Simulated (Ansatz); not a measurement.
# CaF2 (Fm-3m): all-electron equation of state in Python

Where is the equilibrium volume of CaF2 (Fm-3m) with all electrons, and how stiff is it? Wanted for CaF2 (Fm-3m): an all-electron equation of state.

All numbers are computed with Ansatz 0.2.0, driven from Python. Level of theory: DFT PBE, all-electron LAPW.

## 1. The structure

It takes space group Fm-3m (No. 225, cubic). The conventional cell has a = 5.462 Å, b = 5.462 Å, c = 5.462 Å, α = 90.00°, β = 90.00°, γ = 90.00°. Ca (site symmetry m-3m) has 8 F at 2.37 Å as nearest neighbours. F (site symmetry -43m) has 4 Ca at 2.37 Å as nearest neighbours.

No structure file is read: the coordinates are typed or built in the script.

## 2. The code

run_eos_lapw.py

```python
# -*- coding: utf-8 -*-
'''All-electron equation of state of CaF2.'''

import warnings

import ansatz
from ase.eos import EquationOfState
from ase.units import GPa
import numpy as np

VECTORS = np.array([
    [0.0, 2.731, 2.731],
    [2.731, 0.0, 2.731],
    [2.731, 2.731, 0.0],
])
SITES = [
    ('Ca', (0.0, 0.0, 0.0)),
    ('F', (0.25, 0.25, 0.25)),
    ('F', (0.75, 0.75, 0.75)),
]


def crystal_on(cell):
    crystal = ansatz.Crystal(lattice=ansatz.Lattice.of(cell))
    for symbol, position in SITES:
        crystal = crystal.atom(symbol, position)
    return crystal


def main():
    warnings.simplefilter('ignore', ansatz.DeckWarning)

    volumes, energies = [], []
    for scale in np.linspace(0.94, 1.06, 5):
        cell = VECTORS * scale ** (1 / 3)
        base = (
            crystal_on(cell).calculation()
            .functional('pbe')
            .occupations('fixed')
            .kpoints(6, 6, 6)
            .pseudopotentials('all_electron', lapw=True, basis_error=0.002)
        )
        summary = base.run().report
        volumes.append(abs(np.linalg.det(cell)) / len(SITES))
        energies.append(summary['free_energy_ev'] / len(SITES))
        print(f'{scale:.3f} {volumes[-1]:9.4f} A^3/atom {energies[-1]:16.5f} eV/atom  (estimated basis error {1000 * summary["lapw_basis_errors"]["total_ev_per_atom"]:.2f} meV/atom)')
    v0, e0, bulk = EquationOfState(volumes, energies, eos='birchmurnaghan').fit()
    print(f'V0 = {v0:.4f} A^3/atom, B0 = {bulk / GPa:.1f} GPa')


if __name__ == '__main__':
    main()
```

## 3. The calls as engine input

The engine receives this input (first run):

```yaml
crystal:
  lattice:
    - [0.0, 2.6752496629021985, 2.6752496629021985]
    - [2.6752496629021985, 0.0, 2.6752496629021985]
    - [2.6752496629021985, 2.6752496629021985, 0.0]
  atoms:
    - { symbol: Ca, position: [0.0, 0.0, 0.0] }
    - { symbol: F, position: [0.25, 0.25, 0.25] }
    - { symbol: F, position: [0.75, 0.75, 0.75] }
kpoints:
  mp_grid:
    grid: [6, 6, 6]
hamiltonian:
  xc: pbe
  pseudopotentials:
    kind: all_electron
    lapw:
      basis_error: 0.002
scf:
  occupations:
    method: fixed
```

## 4. Launch

Command:

```console
$ python run_eos_lapw.py
```

**Question.** Estimate the equilibrium volume and the bulk modulus.

**Answer**, as computed:

| quantity | value |
| --- | --- |
| runs compared | 5 |
| range of energy | 28.32 meV/atom |
| lowest point, volume (Å³/atom) | 13.987 |
| equilibrium volume (fit) | 13.94 Å³/atom |
| bulk modulus (fit) | 78 GPa |

In words: A third-order Birch-Murnaghan fit through the 5 points has its minimum at 13.94 Å³ an atom, 2.7 % above the typed cell, with a bulk modulus of 78 GPa and dB/dP = 4.5. From that minimum the energy rises by 28.4 meV an atom on the compressed side and 3.3 meV on the expanded side. All-electron totals depend on functional, relativistic treatment and basis; only differences at equal settings carry meaning.
